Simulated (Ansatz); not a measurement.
HfC:

```
CELL_PARAMETERS angstrom
3.34287 0.00000 0.00000
-1.67143 2.89501 0.00000
0.00000 0.00000 5.20271
ATOMIC_POSITIONS crystal
Hf 0.33333 0.66667 0.25000
Hf 0.66667 0.33333 0.75000
C 0.00000 0.00000 0.50000
C 0.00000 0.00000 0.00000
```

The cell comes from a database or a generator and needn't be the stable form of this composition.

Base run:

```yaml
Program: Ansatz 0.2.0
Functional: r2SCAN
Potentials_or_basis: Ansatz PAW
Cutoff: "500 eV (not typed: the program's choice for these potentials)"
k_mesh: 9 × 9 × 5
Occupations: fermi-dirac, width 0.05 eV
Spin: no spin polarisation
Hubbard_terms: Hf d U = 4 eV
```

Its results: band gap on the k mesh none (metal or under the smearing width); pressure 3.2 GPa.

**Question.** The run is repeated on the same cell with these changes: hubbard terms from Hf d U = 4 eV to Hf d U = 5 eV. What comes out?

**Answer.** Band gap on the k mesh none (metal or under the smearing width); pressure 5.0 GPa.

Caveats: spin-orbit coupling is left out, which moves the levels of the heavy elements; U without spin polarisation on a metal has little footing; the PAW data sets come from PBE, with cores solved anew for the run's functional, which leaves a small shift of forces and pressure; the U is typed as a test and isn't derived for this compound.
